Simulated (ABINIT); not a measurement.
# Mo in ABINIT: convergence with pawecutdg

Input of the first run (pawecutdg 18); the others differ in this setting and in those tied to it:

Contents of run.abi:

```
pp_dirpath "./"
pseudos "Mo.LDA_PW-JTH.xml"

acell 3*1.0
rprim
    -3.0129585461     3.0071136232     2.9943390746
     3.0469679472    -2.9159607939     2.9371937566
     3.0360113151     2.9390116731    -2.9031843555
ntypat 1
znucl 42
natom 1
typat 1
xred
    -0.0048930000    -0.0285050000    -0.0279780000
chkprim 0
chksymtnons 0
tolsym 1.0e-6

ecut 408.170794 eV
pawecutdg 18.0
pawxcdev 0

kptopt 1
ngkpt 12 12 12
nshiftk 1
shiftk 0.0 0.0 0.0

ixc -116133

nband 11
occopt 3
tsmear 0.05 eV

nstep 100
tolvrs 1.0e-9

iomode 3
prtwf 0
prtden 0
prteig 0
prtebands 0
enunit 2
```

Potentials or basis: JTH PAW LDA v2.0.

Launch:

```bash
$ abinit run.abi > log 2>&1
```

The cell isn't the ideal one: cell strained at random at fixed volume.

Hardware: 1 thread of Arm Neoverse V2, with other jobs on the host.

| pawecutdg | energy less the tightest run, at zero smearing (meV/atom) | pressure (GPa) | SCF cycles | CPU time (s) | peak memory (GiB) |
| --- | --- | --- | --- | --- | --- |
| 15 Ha | refused | - | - | - | - |
| 18 | -0.15 | -9.44 | 9 | 51 | 0.19 |
| 22.5 | 0.00 | -9.51 | 9 | 52 | 0.19 |
| 27 | 0.11 | -9.53 | 9 | 52 | 0.19 |
| 33 | 0.08 | -9.52 | 9 | 52 | 0.2 |
| 40.5 | 0.04 | -9.52 | 9 | 52 | 0.2 |
| 49.5 | 0.00 | -9.52 | 9 | 52 | 0.21 |

Against the tightest run, the energy stays within 1 meV/atom from 18 on; the pressure stays within 0.1 GPa from 18 on. The tightest run that finished is the yardstick and may itself not be fully converged.

Caveat, for the tightest run too: the PAW data sets were made with another functional, which shifts forces and pressure a little.
